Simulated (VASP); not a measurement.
Set up this calculation in VASP 6.6.1, as the native input.

```
Task                   : relaxation of cell and atoms
Functional             : LDA
Potentials or basis    : VASP PAW LDA potentials, release 64 (Fe, Si)
Cutoff                 : 600 eV
k mesh                 : 14 × 14 × 8
Occupations            : methfessel-paxton, width 0.1 eV
Spin                   : no spin polarisation
Further INCAR settings : ALGO = Normal; EDIFF = 1e-07; IBRION = 2; EDIFFG = -0.005; NSW = 90; ISIF = 3
```

The structure of FeSi2 (Linzhiite) lies in POSCAR:

```
FeSi2                                   
1.0
    2.6611105879      0.0000000000     -0.0000000000
    0.0000000000      2.6611105879      0.0000000000
   -0.0000000000      0.0000000000      5.0719979915
  Fe              Si            
     1     2
Direct
     0.0000000000000000    0.0000000000000000    0.0000000000000000
     0.5000000000000000    0.5000000000000000    0.2715361139022267
     0.5000000000000000    0.5000000000000000    0.7284638860977733
```

The input as run:

INCAR

```
SYSTEM = FeSi2
PREC     = Accurate       ! precision mode
ENCUT    = 600            ! plane-wave cutoff, eV
EDIFF    = 1E-7           ! SCF threshold, eV
ISMEAR   = 1              ! smearing method
SIGMA    = 0.1            ! smearing width, eV
LREAL    = .FALSE.        ! projectors in reciprocal space
LASPH    = .TRUE.         ! aspherical terms in the spheres
NELM     = 80             ! most SCF steps
ALGO     = Normal         ! electronic algorithm
ISIF     = 3              ! what is computed and relaxed
LWAVE    = .FALSE.        ! write WAVECAR
LCHARG   = .FALSE.        ! write CHGCAR
IBRION   = 2              ! ionic algorithm
NSW      = 90             ! ionic steps
EDIFFG   = -0.005         ! ionic threshold
```

KPOINTS

```
regular mesh
0
G
  14 14 8
  0 0 0
```

Potentials or basis: VASP PAW LDA potentials, release 64 (Fe, Si).

Command:

```console
$ cat potpaw_LDA.64/Fe/POTCAR potpaw_LDA.64/Si/POTCAR > POTCAR
$ mpirun -np 1 vasp_std > vasp.out
```

Results of the run:

- Relaxed volume: 11.97 Å³/atom
- Relaxed cell: a = 2.661 Å, b = 2.661 Å, c = 5.071 Å, α = 90.00°, β = 90.00°, γ = 90.00°
- Space group after relaxing (to 0.05 Å): P4/mmm (No. 123)
- Energy gained by relaxing: 0.0 meV/atom
- Ionic steps: 3
- Pressure after relaxing: 0.0 GPa
- Band gap on the k mesh: none (metal or under the smearing width)

Run time: 72 s on 1 thread of Intel(R) Xeon(R) Platinum 8488C (Sapphire Rapids), with other jobs on the host, peak memory 0.23 GiB.
